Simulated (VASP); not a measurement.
# Cu3N (Pm-3m) in VASP: settings compared

One crystal, Cu3N, is run at these levels: LDA, PBE, AM05; tasks: relaxation of cell and atoms.

Program: VASP 6.6.1. These are calculated values, not measurements. Logs are shortened: lines on timing, memory, paths and dates and some standing lists are left out, and cuts for length are marked.

**1. The crystal as given**

It takes space group Pm-3m (No. 221, cubic). Conventional cell: a = 3.807 Å, b = 3.807 Å, c = 3.807 Å, α = 90.00°, β = 90.00°, γ = 90.00°. Around Cu (site symmetry 4/mmm) lie 2 N at 1.90 Å. N (site symmetry m-3m) is surrounded by 6 Cu at 1.90 Å.

**2. Relaxation of cell and atoms, LDA**

Contents of INCAR:

```
SYSTEM = Cu3N
PREC = Accurate ; ENCUT = 600
EDIFF = 1E-6 ; ISMEAR = 1
SIGMA = 0.1 ; LREAL = .FALSE.
LASPH = .TRUE. ; NELM = 80
ALGO = Normal ; ISIF = 3
LWAVE = .FALSE. ; LCHARG = .FALSE.
GGA = CA ; IBRION = 2
NSW = 90 ; EDIFFG = -0.01
```

Contents of KPOINTS:

```
Automatic mesh
0
G
  10 10 10
  0 0 0
```

Contents of POSCAR:

```
Cu3N
1.0
    3.8070000000      0.0000000000      0.0000000000
    0.0000000000      3.8070000000      0.0000000000
    0.0000000000      0.0000000000      3.8070000000
Cu N
3 1
Direct
    0.5000000000      0.0000000000      0.0000000000
    0.0000000000      0.5000000000      0.0000000000
    0.0000000000      0.0000000000      0.5000000000
    0.0000000000      0.0000000000      0.0000000000
```

Potentials or basis: VASP PAW LDA potentials, release 64 (Cu, N).

Run with:

```
cat potpaw_LDA.64/Cu/POTCAR potpaw_LDA.64/N/POTCAR > POTCAR
mpirun -np 1 vasp_std > vasp.out
```

OUTCAR:

```text
SYSTEM = Cu3N
   PREC = Accurate
   ENCUT = 600
   EDIFF = 1E-6
   ISMEAR = 1
   LREAL = .FALSE.
   LASPH = .TRUE.
   NELM = 80
   ISIF = 3
   GGA = CA
   IBRION = 2
   NSW = 90
   EDIFFG = -0.01

 ion  position               nearest neighbor table
   1  0.500  0.000  0.000-   4 1.90   4 1.90   2 2.69   3 2.69   2 2.69   2 2.69   3 2.69   3 2.69
                             3 2.69   2 2.69
   2  0.000  0.500  0.000-   4 1.90   4 1.90   1 2.69   3 2.69   1 2.69   3 2.69   3 2.69   3 2.69
                             1 2.69   1 2.69
   3  0.000  0.000  0.500-   4 1.90   4 1.90   1 2.69   1 2.69   2 2.69   2 2.69   2 2.69   2 2.69
                             1 2.69   1 2.69
   4  0.000  0.000  0.000-   1 1.90   2 1.90   3 1.90   3 1.90   2 1.90   1 1.90

  LATTYP: Found a simple cubic cell.
 ALAT       =     3.8070000000

  Lattice vectors:

 A1 = (   3.8070000000,   0.0000000000,   0.0000000000)
 A2 = (   0.0000000000,   3.8070000000,   0.0000000000)
 A3 = (   0.0000000000,   0.0000000000,   3.8070000000)

Analysis of symmetry for initial positions (statically):
=====================================================================
 Subroutine PRICEL returns:
 Original cell was already a primitive cell.

 Routine SETGRP: Setting up the symmetry group for a
 simple cubic supercell.

 Subroutine GETGRP returns: Found 48 space group operations
 (whereof 48 operations were pure point group operations)
 out of a pool of 48 trial point group operations.

The static configuration has the point symmetry O_h .

Analysis of symmetry for dynamics (positions and initial velocities):
=====================================================================
 Subroutine PRICEL returns:
 Original cell was already a primitive cell.

 Routine SETGRP: Setting up the symmetry group for a
 simple cubic supercell.

 Subroutine GETGRP returns: Found 48 space group operations
 (whereof 48 operations were pure point group operations)
 out of a pool of 48 trial point group operations.

The dynamic configuration has the point symmetry O_h .

 Subroutine INISYM returns: Found 48 space group operations
 (whereof 48 operations are pure point group operations),
 and found     1 'primitive' translations

----------------------------------------------------------------------------------------

                                     Primitive cell

  volume of cell :      55.1758

  direct lattice vectors                    reciprocal lattice vectors
     3.807000000  0.000000000  0.000000000     0.262674022  0.000000000  0.000000000
     0.000000000  3.807000000  0.000000000     0.000000000  0.262674022  0.000000000
     0.000000000  0.000000000  3.807000000     0.000000000  0.000000000  0.262674022

  length of vectors
     3.807000000  3.807000000  3.807000000     0.262674022  0.262674022  0.262674022

  position of ions in fractional coordinates (direct lattice)
     0.500000000  0.000000000  0.000000000
     0.000000000  0.500000000  0.000000000
     0.000000000  0.000000000  0.500000000
     0.000000000  0.000000000  0.000000000

  ion indices of the primitive-cell ions
   primitive index   ion index
                 1           1
                 2           2
                 3           3
                 4           4

----------------------------------------------------------------------------------------

 KPOINTS: Automatic mesh

Automatic generation of k-mesh.
 Grid dimensions read from file:
 generate k-points for:   10   10   10

 Generating k-lattice:

  Cartesian coordinates                     Fractional coordinates (reciprocal lattice)
     0.026267402  0.000000000  0.000000000     0.100000000  0.000000000  0.000000000
     0.000000000  0.026267402  0.000000000     0.000000000  0.100000000  0.000000000
     0.000000000  0.000000000  0.026267402     0.000000000  0.000000000  0.100000000

  Length of vectors
     0.026267402  0.026267402  0.026267402

  Shift w.r.t. Gamma in fractional coordinates (k-lattice)
     0.000000000  0.000000000  0.000000000

 Subroutine IBZKPT returns following result:
 ===========================================

 Found     56 irreducible k-points:

 Following reciprocal coordinates:
            Coordinates               Weight
  0.000000  0.000000  0.000000      1.000000
  0.100000  0.000000  0.000000      6.000000
  0.200000  0.000000  0.000000      6.000000
  0.300000  0.000000  0.000000      6.000000
  0.400000  0.000000  0.000000      6.000000
  0.500000  0.000000  0.000000      3.000000
[... 16 lines left out ...]
  0.200000  0.100000  0.100000     24.000000
  0.300000  0.100000  0.100000     24.000000
 [... further k-points ...]
   k-points           NKPTS =     56   k-points in BZ     NKDIM =     56   number of bands    NBANDS=     23
   number of dos      NEDOS =    301   number of ions     NIONS =      4
   total plane-waves  NPLWV =  27000
   dimension x,y,z NGX =    30 NGY =   30 NGZ =   30
   dimension x,y,z NGXF=    60 NGYF=   60 NGZF=   60
   ions per type =               3   1
   NGX,Y,Z   is equivalent  to a cutoff of  13.10, 13.10, 13.10 a.u.
   NGXF,Y,Z  is equivalent  to a cutoff of  26.20, 26.20, 26.20 a.u.
 SYSTEM =  Cu3N
   PREC   = accura    normal or accurate (medium, high low for compatibility)
   ISTART =      0    job   : 0-new  1-cont  2-samecut
   ICHARG =      2    charge: 1-file 2-atom 10-const
   ISPIN  =      1    spin polarized calculation?
   LNONCOLLINEAR =      F non collinear calculations
   LSORBIT =      F    spin-orbit coupling
   LASPH  =      T    aspherical Exc in radial PAW
   ENCUT  =  600.0 eV  44.10 Ry    6.64 a.u.   7.60  7.60  7.60*2*pi/ulx,y,z
   NELM   =     80;   NELMIN=  2; NELMDL= -5     # of ELM steps
   EDIFF  = 0.1E-05   stopping-criterion for ELM
   LREAL  =      F    real-space projection
   EDIFFG = -.1E-01   stopping-criterion for IOM
   NSW    =     90    number of steps for IOM
   IBRION =      2    ionic relax: 0-MD 1-quasi-New 2-CG
   NFREE  =      1    steps in history (QN), initial steepest desc. (CG)
   ISIF   =      3    stress and relaxation
   ISYM   =      2    0-nonsym 1-usesym 2-fastsym
   POTIM  = 0.5000    time-step for ionic-motion
   TEBEG  =    0.0;   TEEND  =   0.0 temperature during run
   PSTRESS=    0.0 pullay stress
   NELECT =      38.0000    total number of electrons
   NUPDOWN=      -1.0000    fix difference up-down
   EMIN   =  10.00;   EMAX   =-10.00  energy-range for DOS
   EFERMI =   0.00;   METHOD = LEGACY
   ISMEAR =     1;   SIGMA  =   0.10  broadening in eV -4-tet -1-fermi 0-gaus
   EFERMI_NEDOS =   21; number of points for ismear=-14 and -15
   IALGO  =     38    algorithm
   IMIX   =      4    mixing-type and parameters
     AMIX     =   0.40;   BMIX     =  1.00
     AMIX_MAG =   1.60;   BMIX_MAG =  1.00
  volume/ion in A,a.u.               =      13.79        93.09
  Fermi-wavevector in a.u.,A,eV,Ry     =   1.445728  2.732029 28.437924  2.090128
  Thomas-Fermi vector in A             =   2.563877
   LORBIT       =      0    0 simple, 1 ext, 2 COOP (PROOUT), +10 PAW based schemes
   GGA     = CA    functional components
   LHFCALC =     F    Hartree Fock is set to
   AEXX    =    0.0000 exact exchange contribution
   IVDW    =     0    specifies the selected vdW correction
   LEPSILON=     F    determine dielectric tensor
   LRPA    =     F    only Hartree local field effects (RPA)
 conjugate gradient relaxation of ions
 non-spin polarized calculation
 Methfessel and Paxton  Order N= 1 SIGMA  =   0.10
  energy-cutoff  :      600.00
  volume of cell :       55.18
 maximum number of plane-waves:      1863
   NGX = 15   NGY = 15   NGZ = 15

--------------------------------------- Ionic step        1  -------------------------------------------

 number of electron      37.9999951 magnetization

 Free energy of the ion-electron system (eV)
  ---------------------------------------------------
  ext. energy  EPLUGINS =         0.00000000
  ---------------------------------------------------
  free energy    TOTEN  =       -22.08514207 eV

  energy without entropy =      -22.08538938  energy(sigma->0) =      -22.08522451

------------------------ aborting loop because EDIFF is reached ----------------------------------------

  FORCE on cell =-STRESS in cart. coord.  units (eV):
  Direction    XX          YY          ZZ          XY          YZ          ZX
  --------------------------------------------------------------------------------------
  -------------------------------------------------------------------------------------
  Total       -2.7241194     -2.7241194     -2.7241194     -0.0000000     -0.0000000      0.0000000
  in kB      -79.1021153    -79.1021153    -79.1021153     -0.0000000     -0.0000000      0.0000000
  external PRESSURE =     -79.1021153 kB  Pullay stress =       0.0000000 kB

 VOLUME and BASIS-vectors are now :
 -----------------------------------------------------------------------------
  energy-cutoff  :      600.00
  volume of cell :       55.18
      direct lattice vectors                 reciprocal lattice vectors
     3.807000000  0.000000000  0.000000000     0.262674022  0.000000000  0.000000000
     0.000000000  3.807000000  0.000000000     0.000000000  0.262674022  0.000000000
     0.000000000  0.000000000  3.807000000     0.000000000  0.000000000  0.262674022
[... 39 lines left out ...]
 POSITION                                       TOTAL-FORCE (eV/Angst)
 -----------------------------------------------------------------------------------
      1.84096     -0.00000      0.00000        -0.000000      0.000000      0.000000
     -0.00000      1.84096     -0.00000        -0.000000      0.000000      0.000000
      0.00000     -0.00000      1.84096         0.000000     -0.000000      0.000000
      0.00000      0.00000      0.00000         0.000000      0.000000      0.000000
 -----------------------------------------------------------------------------------
    total drift:                                0.000000      0.000000      0.000000

  FREE ENERGIE OF THE ION-ELECTRON SYSTEM (eV)
  ---------------------------------------------------
  free  energy   TOTEN  =       -22.1396542463 eV

  energy  without entropy=      -22.1393475578  energy(sigma->0) =      -22.13955202

--------------------------------------- Ionic step        3  -------------------------------------------

 number of electron      38.0000067 magnetization

 Free energy of the ion-electron system (eV)
  ---------------------------------------------------
  ext. energy  EPLUGINS =         0.00000000
  ---------------------------------------------------
  free energy    TOTEN  =       -22.17359364 eV

  energy without entropy =      -22.17339813  energy(sigma->0) =      -22.17352847

 E-fermi :   5.4018     XC(G=0): -11.5331

 val. band max:        5.4010216085   @ k =   0.5000   0.5000   0.5000
 cond. band min:       5.4397497014   @ k =   0.5000   0.5000   0.1000
 fundamental gap:      0.0387280930
 Fermi energy:         5.4018127385

 k-point     1 :       0.0000    0.0000    0.0000
  band No.  band energies     occupation
      1     -11.8697      2.00000
      2      -0.3156      2.00000
      3       0.2290      2.00000
      4       0.2290      2.00000
      5       0.2290      2.00000
      6       1.0965      2.00000
[... 15 lines left out ...]
     22      10.9322      0.00000
     23      12.0889      0.00000
[... 575 lines left out ...]
      1     -11.4700      2.00000
      2      -1.9641      2.00000
      3      -0.7416      2.00000
      4      -0.7342      2.00000
      5       0.6240      2.00000
      6       1.3305      2.00000
[... 15 lines left out ...]
     22      10.5469      0.00000
     23      11.9919      0.00000

 [... further k-points ...]

------------------------ aborting loop because EDIFF is reached ----------------------------------------

  FORCE on cell =-STRESS in cart. coord.  units (eV):
  Direction    XX          YY          ZZ          XY          YZ          ZX
  --------------------------------------------------------------------------------------
  -------------------------------------------------------------------------------------
  Total        0.0049061      0.0049061      0.0049061      0.0000000      0.0000000      0.0000000
  in kB        0.1516928      0.1516928      0.1516928      0.0000000      0.0000000      0.0000000
  external PRESSURE =       0.1516928 kB  Pullay stress =       0.0000000 kB

 VOLUME and BASIS-vectors are now :
 -----------------------------------------------------------------------------
  energy-cutoff  :      600.00
  volume of cell :       51.82
      direct lattice vectors                 reciprocal lattice vectors
     3.728158100 -0.000000000  0.000000000     0.268228968  0.000000000 -0.000000000
    -0.000000000  3.728158100 -0.000000000     0.000000000  0.268228968  0.000000000
     0.000000000 -0.000000000  3.728158100    -0.000000000  0.000000000  0.268228968

 POSITION                                       TOTAL-FORCE (eV/Angst)
 -----------------------------------------------------------------------------------
      1.86408     -0.00000      0.00000         0.000000      0.000000      0.000000
     -0.00000      1.86408     -0.00000        -0.000000      0.000000      0.000000
      0.00000     -0.00000      1.86408         0.000000     -0.000000      0.000000
      0.00000      0.00000      0.00000        -0.000000      0.000000      0.000000
 -----------------------------------------------------------------------------------
    total drift:                                0.000000      0.000000      0.000000

  FREE ENERGIE OF THE ION-ELECTRON SYSTEM (eV)
  ---------------------------------------------------
  free  energy   TOTEN  =       -22.1735936418 eV

  energy  without entropy=      -22.1733981298  energy(sigma->0) =      -22.17352847

 reached required accuracy - stopping structural energy minimisation
```

It took 4.7 min on 1 thread of AMD EPYC 7R43 (Zen 3), shared host; peak memory 0.17 GiB.

What came out:

- Free energy: -22.1736 eV
- Relaxed volume: 12.95 Å³/atom
- Relaxed cell: a = 3.728 Å, b = 3.728 Å, c = 3.728 Å, α = 90.00°, β = 90.00°, γ = 90.00°
- Space group after relaxing (to 0.05 Å): Pm-3m (No. 221)
- Energy gained by relaxing: 22.1 meV/atom
- Ionic steps: 3
- Pressure after relaxing: 0.0 GPa
- Band gap on the k mesh: none (metal or under the smearing width)

The path:
| step | energy change (eV) | largest force (eV/Å) | pressure (GPa) | volume (Å³) |
| --- | --- | --- | --- | --- |
| 1 | 0.0000 | 0.0000 | -7.91 | 55.18 |
| 2 | -0.0545 | 0.0000 | 5.80 | 49.91 |
| 3 | -0.0885 | 0.0000 | 0.02 | 51.82 |

Final structure:
```
CELL_PARAMETERS angstrom
3.72816 0.00000 0.00000
0.00000 3.72816 0.00000
0.00000 0.00000 3.72816
ATOMIC_POSITIONS crystal
Cu 0.50000 0.00000 0.00000
Cu 0.00000 0.50000 0.00000
Cu 0.00000 0.00000 0.50000
N 0.00000 0.00000 0.00000
```

Caveat: the run has no spin polarisation, though such a crystal can be magnetic. With open d or f shells a metallic result of LDA can be an artefact of self-interaction; +U or a hybrid may open a gap.

**3. Relaxation of cell and atoms, LDA**

This run uses another cell than the first one, of 12.95 Å³/atom, 0.939 times its volume.

Contents of INCAR:

```
SYSTEM = Cu3N
PREC = Accurate ; ENCUT = 600
EDIFF = 1E-7 ; ISMEAR = 1
SIGMA = 0.1 ; LREAL = .FALSE.
LASPH = .TRUE. ; NELM = 80
ALGO = Normal ; ISIF = 3
LWAVE = .FALSE. ; LCHARG = .FALSE.
GGA = CA ; IBRION = 2
NSW = 90 ; EDIFFG = -0.005
```

KPOINTS is that of step 2.

Contents of POSCAR:

```
Cu3N                                    
1.0
    3.7281581002     -0.0000000000      0.0000000000
   -0.0000000000      3.7281581002     -0.0000000000
    0.0000000000     -0.0000000000      3.7281581002
  Cu              N             
     3     1
Direct
     0.5000000000000000    0.0000000000000000    0.0000000000000000
     0.0000000000000000    0.5000000000000000    0.0000000000000000
     0.0000000000000000    0.0000000000000000    0.5000000000000000
     0.0000000000000000    0.0000000000000000    0.0000000000000000
```

Potentials or basis: VASP PAW LDA potentials, release 64 (Cu, N).

Run with:

```
cat potpaw_LDA.64/Cu/POTCAR potpaw_LDA.64/N/POTCAR > POTCAR
mpirun -np 1 vasp_std > vasp.out
```

Wall time 2.2 min (1 thread of AMD EPYC 7R43 (Zen 3), shared host); peak memory 0.15 GiB.

Results (log left out):

| Property | Result |
| --- | --- |
| Free energy | -22.1713 eV |
| Pressure after relaxing | 0.0 GPa |
| Band gap on the k mesh | none (metal or under the smearing width) |

Final structure:
```xyz
4
Lattice="3.7282 0.0000 0.0000 0.0000 3.7282 0.0000 0.0000 0.0000 3.7282" Properties=species:S:1:pos:R:3 pbc="T T T"
Cu    1.8641    0.0000    0.0000
Cu    0.0000    1.8641    0.0000
Cu    0.0000    0.0000    1.8641
N     0.0000    0.0000    0.0000
```

Levels at points of the mesh, in eV from the Fermi level:
| k point | band 17 | band 18 | band 19 | band 20 | band 21 | band 22 |
| --- | --- | --- | --- | --- | --- | --- |
| (0.00, 0.00, 0.00) | -2.01 | -2.01 | -1.97 | 1.25 | 5.53 | 5.53 |
| (0.50, 0.00, 0.00) | -2.01 | -1.56 | -1.56 | 1.81 | 3.42 | 7.13 |
| (0.50, 0.50, 0.00) | -1.18 | -1.18 | -0.76 | 0.00 | 3.85 | 5.00 |
| (0.50, 0.50, 0.50) | 0.00 | 0.00 | 0.00 | 0.59 | 0.59 | 0.59 |

Caveat: the relaxation stopped at its first step, so nothing moved; the run has no spin polarisation, though such a crystal can be magnetic.

**4. Relaxation of cell and atoms, PBE**

Contents of INCAR:

```
  PREC = Accurate
  ENCUT = 600
  EDIFF = 1E-6
  ISMEAR = 1
  SIGMA = 0.1
  LREAL = F
  LASPH = T
  NELM = 80
  ALGO = Normal
  ISIF = 3
  LWAVE = F
  LCHARG = F
  GGA = PE
  IBRION = 2
  NSW = 90
  EDIFFG = -0.01
```

Contents of KPOINTS:

```
Automatic mesh
0
Gamma
  10 10 10
```

Contents of POSCAR:

```
Cu3N
1.0
    3.8070000000      0.0000000000      0.0000000000
    0.0000000000      3.8070000000      0.0000000000
    0.0000000000      0.0000000000      3.8070000000
Cu N
3 1
Direct
    0.5000000000      0.0000000000      0.0000000000
    0.0000000000      0.5000000000      0.0000000000
    0.0000000000      0.0000000000      0.5000000000
    0.0000000000      0.0000000000      0.0000000000
```

Potentials or basis: VASP PAW PBE potentials, release 64 (Cu, N).

Run with:

```
cat potpaw_PBE.64/Cu/POTCAR potpaw_PBE.64/N/POTCAR > POTCAR
mpirun -np 1 vasp_std > vasp.out
```

Wall time 2.4 min (1 thread of AMD EPYC 7R13 (Zen 3), shared host); peak memory 0.19 GiB.

It converged, with:

* Free energy: -18.3916 eV
* Relaxed volume: 14.08 Å³/atom
* Relaxed cell: a = 3.833 Å, b = 3.833 Å, c = 3.833 Å, α = 90.00°, β = 90.00°, γ = 90.00°
* Space group after relaxing (to 0.05 Å): Pm-3m (No. 221)
* Energy gained by relaxing: 2.2 meV/atom
* Ionic steps: 3
* Pressure after relaxing: 0.0 GPa
* Band gap on the k mesh: 0.26 eV, indirect (least direct gap 0.80 eV)

Step by step:
```
step  energy change (eV)  largest force (eV/Å)  pressure (GPa)  volume (Å³)
   1              0.0000                0.0000            2.55        55.18
   2             -0.0064                0.0000           -1.19        56.95
   3             -0.0088                0.0000           -0.04        56.32
```

Final structure:
```
Cu N
1.0
     3.83315    0.00000    0.00000
     0.00000    3.83315    0.00000
     0.00000    0.00000    3.83315
Cu N
3 1
Direct
  0.50000 0.00000 0.00000
  0.00000 0.50000 0.00000
  0.00000 0.00000 0.50000
  0.00000 0.00000 0.00000
```

Levels at points of the mesh, in eV from the valence-band top:
```
           k point  band 16  band 17  band 18  band 19  band 20  band 21  band 22  band 23
(0.00, 0.00, 0.00)    -1.78    -1.78    -1.78    -1.74     0.96     5.23     5.23     6.59
(0.50, 0.00, 0.00)    -2.12    -1.78    -1.37    -1.37     1.53     3.32     6.68     7.18
(0.50, 0.50, 0.00)    -2.09    -1.04    -1.04    -0.66     0.26     3.51     4.80     4.80
(0.50, 0.50, 0.50)    -1.82     0.00     0.00     0.00     0.88     0.88     0.88     6.15
```

A k mesh can miss the band edges. Zero-point motion and thermal expansion aren't in these numbers.

[end of part 1 of 2]
